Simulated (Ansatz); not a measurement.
# Ta in Ansatz, vacancy hop by nudged elastic band

The command:

```bash
ansatz run input.yaml --threads 4 --pin off --max-ram 8192MiB --backend cpu --events-out ev --progress --plain --runs-dir out
```

The input file (Ansatz 0.2.0, plane waves):

```yaml
crystal:
  lattice:
    - [-3.276838, 3.276838, 3.276838]
    - [3.276838, -3.276838, 3.276838]
    - [3.276838, 3.276838, -3.276838]
  atoms:
    - { symbol: Ta, position: [-0.00089169, -0.00014197, -0.00369961] }
    - { symbol: Ta, position: [-0.00732981, -0.00417906, 0.49626256] }
    - { symbol: Ta, position: [-0.0039979, 0.50015249, -0.00149992] }
    - { symbol: Ta, position: [0.49632977, -0.00307735, -0.00327833] }
    - { symbol: Ta, position: [0.5003799, -0.01142119, 0.50288352] }
    - { symbol: Ta, position: [0.49235673, 0.48988226, -0.00533532] }
    - { symbol: Ta, position: [0.49923429, 0.49696727, 0.49913085] }
kpoints:
  mp_grid: { grid: [3, 3, 3] }
magnetization:
  spin_polarized: false
scf:
  occupations: { method: fermi_dirac, width: 0.05 }
hamiltonian:
  pseudopotentials: { kind: paw }
  xc: pbe
basis:
  ecutwfc: 420
neb:
  images: 3
  relax_end_points: true
  climbing: true
  f_tol: 0.1
  max_iterations: 40
  order_check: false
  final_atoms:
    - { symbol: Ta, position: [-0.00089169, -0.00014197, -0.00369961] }
    - { symbol: Ta, position: [-0.00732981, -0.00417906, 0.49626256] }
    - { symbol: Ta, position: [-0.00118291, 0.49822436, -0.49802811] }
    - { symbol: Ta, position: [0.49632977, -0.00307735, -0.00327833] }
    - { symbol: Ta, position: [0.5003799, -0.01142119, 0.50288352] }
    - { symbol: Ta, position: [0.49235673, 0.48988226, -0.00533532] }
    - { symbol: Ta, position: [0.49923429, 0.49696727, 0.49913085] }
```

Origin of the cell: a database entry, scaled a little.

The cell is 2×2×2 cells of Ta with one Ta taken out; atom 3 (Ta) hops into the empty site, 2.82 Å away before the end points are relaxed. All atoms were shaken by about 0.02 Å first.

Output (shortened):

```
SCF iter   1: F=—  HF=-69522.524383 eV  Δρ=6.86e-3  dr2=1.69e-1
SCF iter   2: F=—  HF=-69522.497534 eV  Δρ=4.08e-3  dr2=6.16e-2  defer=17
SCF iter   3: F=—  HF=-69522.481055 eV  Δρ=1.20e-3  dr2=6.53e-3  defer=17
[… 2 lines left out …]
SCF iter   6: F=—  HF=-69522.479748 eV  Δρ=8.64e-5  dr2=2.65e-5  defer=19
SCF iter   7: F=—  HF=-69522.479751 eV  Δρ=3.98e-5  dr2=5.99e-6  defer=19
SCF iter   8: F=-69522.479751 eV  HF=-69522.479751 eV  Δρ=8.33e-6  dr2=8.59e-8
NEB iter   1: max|band force component| = 7.881e-1 eV/Å  barrier→ = 0.4373 eV  barrier← = 0.4375 eV  Δτ_max = 0.1964 Å  (46 SCF iters)
NEB iter   2: max|band force component| = 7.436e-1 eV/Å  barrier→ = 0.2522 eV  barrier← = 0.2524 eV  Δτ_max = 0.1003 Å  (26 SCF iters)
NEB iter   3: max|band force component| = 1.463e-1 eV/Å  barrier→ = 0.0278 eV  barrier← = 0.0280 eV  CI = image 3  Δτ_max = 0.1956 Å  (22 SCF iters)
NEB iter   4: max|band force component| = 1.731e-1 eV/Å  barrier→ = 0.0634 eV  barrier← = 0.0635 eV  CI = image 3  Δτ_max = 0.0996 Å  (20 SCF iters)
NEB iter   5: max|band force component| = 1.134e-1 eV/Å  barrier→ = 0.0486 eV  barrier← = 0.0488 eV  CI = image 3  Δτ_max = 0.0588 Å  (19 SCF iters)
NEB iter   6: max|band force component| = 3.535e-2 eV/Å  barrier→ = 0.0464 eV  barrier← = 0.0465 eV  CI = image 3  Δτ_max = 0.0000 Å  (20 SCF iters)
--- NEB band (5 images, 6 band iterations, 153 SCF iterations, 39 more in tests of the images' electronic states and relaxations of end points) ---
  forward barrier  = 0.046371 eV
  backward barrier = 0.046525 eV
  lagrangian_above_aufbau_ev (what the smearing adds, to first order; not taken off the barriers): saddle image -0.045238 eV, end points -0.064914 and -0.065248 eV
  climbing image's point = of an order that was not read
  energies are F+E_penalty+E_count in eV, relative to image 0
  image     s (Å)  Δ vs image 0  max|band force component| (eV/Å)
      0    0.0000      0.000000                                 —
      1    0.6501      0.004547                          2.022e-3
      2    1.3006     -0.002366                          1.007e-2
  *   3    1.9513      0.046371                          3.535e-2
      4    2.7982     -0.000154                                 —
```

The converged band:

```csv
image,path over all atoms (Å),ΔF (eV),Ta x,y,z (Å)
0,0.00,0.000,1.63,-1.64,1.62
1,0.65,0.005,1.27,-1.99,1.97
2,1.30,-0.002,0.88,-2.39,2.36
3,1.95,0.046,0.48,-2.79,2.77
4,2.80,0.000,-0.01,-3.27,3.25
```

Relaxed start, forces in eV/Å:

```xyz
7
Lattice="-3.277 3.277 3.277 3.277 -3.277 3.277 3.277 3.277 -3.277" Properties=species:S:1:pos:R:3:forces:R:3 pbc="T T T" image=0
Ta   -0.009   -0.003   -0.019   -0.008   -0.001   -0.006
Ta    1.630    1.633   -1.655    0.002   -0.010    0.004
Ta    1.630   -1.640    1.616    0.012    0.004    0.004
Ta   -1.652    1.631    1.616   -0.005   -0.001    0.004
Ta   -0.011    3.274   -0.019    0.001   -0.006   -0.002
Ta   -0.011   -0.005    3.258   -0.001    0.008    0.000
Ta    1.624    1.639    1.625   -0.002    0.005   -0.005
```

Highest image (3), forces in eV/Å:

```xyz
7
Lattice="-3.277 3.277 3.277 3.277 -3.277 3.277 3.277 3.277 -3.277" Properties=species:S:1:pos:R:3:forces:R:3 pbc="T T T" image=3
Ta    0.072   -0.101    0.081    0.034   -0.002    0.006
Ta    1.590    1.675   -1.695    0.015   -0.025    0.023
Ta    0.479   -2.788    2.767    0.004    0.004   -0.004
Ta   -1.613    1.674    1.656   -0.024   -0.023   -0.016
Ta   -0.112    3.176   -0.104   -0.002   -0.006   -0.035
Ta   -0.112    0.083    3.358   -0.005    0.035    0.002
Ta    1.664    1.601    1.582   -0.022    0.016    0.024
```

Relaxed end, forces in eV/Å:

```xyz
7
Lattice="-3.277 3.277 3.277 3.277 -3.277 3.277 3.277 3.277 -3.277" Properties=species:S:1:pos:R:3:forces:R:3 pbc="T T T" image=4
Ta   -0.005   -0.005   -0.014    0.007   -0.007    0.004
Ta    1.628    1.639   -1.658   -0.008   -0.001   -0.003
Ta   -0.006   -3.272    3.252    0.007    0.008   -0.010
Ta   -1.650    1.638    1.618   -0.001    0.003    0.003
Ta   -0.018    3.270   -0.027   -0.002   -0.005   -0.002
Ta   -0.018    0.008    3.264   -0.002    0.004    0.003
Ta    1.627    1.639    1.618   -0.002   -0.001    0.005
```

Barrier of this path: 0.05 eV forwards, 0.05 eV backwards, after 6 band iterations.

Caveats: no moments, though an odd count or open d shells may carry them; no spin-orbit coupling, though heavy elements are present; the k mesh is coarse if the cell is a metal; a small cell with a neutral vacancy and no spin, whose shape can make like sites unlike; the cell is held at a rescaled volume, and strain moves barriers; the hop was drawn among near neighbours and need not be the easiest path; few images and a loose tolerance, and neither the top nor the ends were tested for their order.

It ran for 73 s on 4 threads of Arm Neoverse V2, on a shared host, peak memory 0.74 GiB, from the program's own first density.
